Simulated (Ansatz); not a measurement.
Basis-set extrapolation for C₄H₉N (`C1CCNC1`) (PBE0-D4/def2-TZVP geometry, frozen core, Ansatz 0.2.0). Multiplicity 1, RHF reference.

```tsv
	def2-TZVPP	def2-QZVPP
HF	-211.226262	-211.236206
MP2 correlation	-0.898997	-0.956522
CCSD(T) correlation	-0.982420	not run
```

Energies in hartree. Use E(X) = E(∞) + A·exp(−7.88·√X) for Hartree–Fock and E(X) = E(∞) + B·X^(−2.97) for correlation, with X = 3 and 4, and add CCSD(T) minus MP2 of the smaller set to the MP2 limit.

Task: What is the CCSD(T) energy at the basis-set limit?

Result: HF limit: -211.236206 + (-0.009944) × 0.13774 = -211.23758. MP2 limit: -0.956522 + (-0.057525) × 0.74074 = -0.99913. Higher-order term: -0.982420 − (-0.898997) = -0.08342. Total: -212.32013 hartree, 3.03 eV below CCSD(T)/def2-TZVPP.
